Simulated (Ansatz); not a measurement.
Theory: DFT PBE, scalar-relativistic, plane waves, PAW (Ansatz 0.2.0). All cells share a 420 eV cutoff and Γ-centred k meshes spaced at most about 0.3 Å⁻¹ (about 0.25 or finer for metals, 2π included). No spin polarisation.

All energies are static (0 K, no zero-point motion).

Compare these two cells of Zr₃H, each relaxed at this level.

1.

Space group Cmc2_1 (No. 36). a = 3.346 Å, b = 5.486 Å, c = 15.936 Å, α = 90.00°, β = 90.00°, γ = 90.00°
```
atom  site  symmetry       x       y       z
  Zr    4a       m..  0.5000  0.7659  0.0039
  Zr    4a       m..  0.5000  0.2290  0.8273
  Zr    4a       m..  0.5000  0.8675  0.6637
   H    4a       m..  0.5000  0.8813  0.8801
```

2.

Space group P6_3/mcm (No. 193). a = 5.600 Å, b = 5.600 Å, c = 5.269 Å, α = 90.00°, β = 90.00°, γ = 120.00°
| atom | site | symmetry | x | y | z |
| --- | --- | --- | --- | --- | --- |
| Zr | 6g | m2m | 0.3384 | 0.0000 | 0.2500 |
| H | 2b | -3.m | 0.0000 | 0.0000 | 0.0000 |

Question: Which is lower in energy, and by how much?

Answer: Cell 1 is lower, by 39 meV/atom. Cell 1 has space group Cmc2_1 (No. 36), 18.3 Å³/atom and no gap on its mesh; cell 2 has space group P6_3/mcm (No. 193), 17.9 Å³/atom and no gap. Counting Zr atoms around H (those within 1.25 times the shortest such distance or 1.15 times the sum of covalent radii, 1.27 where that leaves under three), cell 1 has H 4 and cell 2 has H 6. In cell 1, Zr on its first site is surrounded by 1 H at 2.07 Å, 11 Zr at 3.13–3.35 Å, 2 H at 3.34 Å and 1 Zr at 3.79 Å; Zr on its second site is surrounded by 3 H at 2.05–2.08 Å, 11 Zr at 3.19–3.35 Å, 1 H at 3.68 Å and 1 Zr at 3.79 Å; H has 4 Zr at 2.05–2.08 Å, 6 H at 3.21–3.35 Å and 3 Zr at 3.34–3.45 Å; 1 more site not described. In cell 2, Zr has 2 H at 2.31 Å and 12 Zr at 3.20–3.28 Å; H has 6 Zr at 2.31 Å and 2 H at 2.63 Å. Origin: cell 1, invented, then shaken at random and relaxed again; cell 2, invented.

With hydrogen, zero-point motion can shift such differences by 10 meV/atom or more. Cells relaxed within their symmetry can be saddle points.
